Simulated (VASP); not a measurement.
Input of a VASP 6.6.1 run:

The input INCAR:

```
ALGO = Normal
EDIFF = 1E-6
EDIFFG = -0.01
ENCUT = 600
GGA = CA
IBRION = 2
ISIF = 3
ISMEAR = -1
LASPH = T
LCHARG = F
LREAL = F
LWAVE = F
NELM = 60
NSW = 60
PREC = Accurate
SIGMA = 0.05
```

File KPOINTS:

```
k-points
0
Gamma
  9 9 5
```

POSCAR

```
PtS2
1.0
    3.5432000000      0.0000000000      0.0000000000
   -1.7716000000      3.0685012107      0.0000000000
    0.0000000000      0.0000000000      5.0388000000
Pt S
1 2
Direct
    0.0000000000      0.0000000000      0.0000000000
    0.6666666667      0.3333333333      0.7730000000
    0.3333333333      0.6666666667      0.2270000000
```

Potentials or basis: VASP PAW LDA potentials, release 64 (Pt, S).

Command:

```console
$ cat potpaw_LDA.64/Pt/POTCAR potpaw_LDA.64/S/POTCAR > POTCAR
$ mpirun -np 1 vasp_std > vasp.out
```

Estimate the band gap on the k mesh.

none (metal or under the smearing width).

What does it give for the relaxed volume?

16.65 Å³/atom.

Final structure:
```yaml
crystal:
  lattice:
    - [3.56024, 0.00000, 0.00000]
    - [-1.78012, 3.08326, 0.00000]
    - [0.00000, 0.00000, 4.54932]
  atoms:
    - { symbol: Pt, position: [0.00000, 0.00000, 0.00000] }
    - { symbol: S, position: [0.66667, 0.33333, 0.73874] }
    - { symbol: S, position: [0.33333, 0.66667, 0.26126] }
```

The run has no spin-orbit coupling, so splittings on Pt are missing. Zero-point motion and thermal expansion aren't in these numbers.
